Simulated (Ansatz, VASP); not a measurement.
# One calculation of TePb, two programs

```xyz
2
Lattice="0.0000 3.2270 3.2270 3.2270 0.0000 3.2270 3.2270 3.2270 0.0000" Properties=species:S:1:pos:R:3 pbc="T T T"
Te    3.2270    3.2270    3.2270
Pb   -0.6000    0.0000    0.0000
```

Alike in both runs: task single point; functional PBEsol; k mesh 8 × 8 × 8; occupations gaussian, width 0.05 eV; no spin polarisation.

|  | VASP | Ansatz |
| --- | --- | --- |
| version | VASP 6.6.1 | Ansatz 0.2.0 |
| potentials or method | VASP PAW PBE potentials, release 64 (Te, Pb_d) | scalar-relativistic, plane waves, PAW |
| plane-wave cutoff (eV) | 520 | 420 |
| valence electrons in the cell | 20 | 30 |

```csv
,VASP,Ansatz,Ansatz less VASP
gap on the k mesh at the Fermi level (eV),1.37,1.36,-0.007
least direct gap on the mesh (eV),1.50,1.50,-0.001
pressure (GPa),5.3,5.3,-0.01
largest component of the traceless stress (GPa),11.21,11.13,-0.085
rms of the force components (eV/Å),1.635,1.623,-0.0125
```

Atom by atom the forces differ by 0.012 eV/Å (rms over components). With one functional, cell and mesh, what is left measures potentials, basis and numerics. The two sets of potentials don't hold the same shells in valence.

Caveats: the PAW data sets were made with another functional, which shifts forces and pressure a little (VASP); spin-orbit coupling is left out, which as a rule narrows the gap of such compounds by several tenths of an eV. A k mesh can miss the band edges.
